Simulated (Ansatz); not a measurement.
Stress against strain in KF

```xyz
2
Lattice="0.0000 2.6735 2.6735 2.6735 0.0000 2.6735 2.6735 2.6735 0.0000" Properties=species:S:1:pos:R:3 pbc="T T T"
K     0.0000    0.0000    0.0000
F     2.6735    2.6735    2.6735
```

Atom numbers follow the list: K1, F2.

The cell is COD entry 9008652, as deposited and not checked against the literature; nothing was relaxed.

Method: Ansatz 0.2.0, DFT, PBEsol, all-electron LAPW, scalar-relativistic.

Numerical set-up: a Γ-centred 9×9×9 k mesh, Fermi–Dirac smearing of 0.01 eV, basis error target 1 meV/atom, no spin polarisation.

The strain is applied along the Cartesian axes of the cell as listed (γ is the engineering shear, twice εxy = εyz = εzx). Fractional coordinates are held (clamped ions).

σ is the change of stress from the unstrained cell, which is at -0.72 GPa; tension is positive, so slopes are stress–strain coefficients at that pressure.

Only quantities that a quadratic follows smoothly over the whole series are listed; rougher ones are left out.

```csv
γ,σxy (GPa)
-0.0200,-0.26
0.0000,0.00
0.0100,0.14
0.0200,0.29
```

(1) Fit the series and read off the stiffness at zero strain.

(2) One run, at γ = -0.0100, is withheld. Predict its row.

Results:

(1) Least-squares fits y = p0 + p1 x + p2 x² to the rows give σxy (GPa): p1 = 13.7, p2 = 39. So C44 (clamped ions) = 14 GPa.

(2) The fits give -0.13; the run gave -0.14.
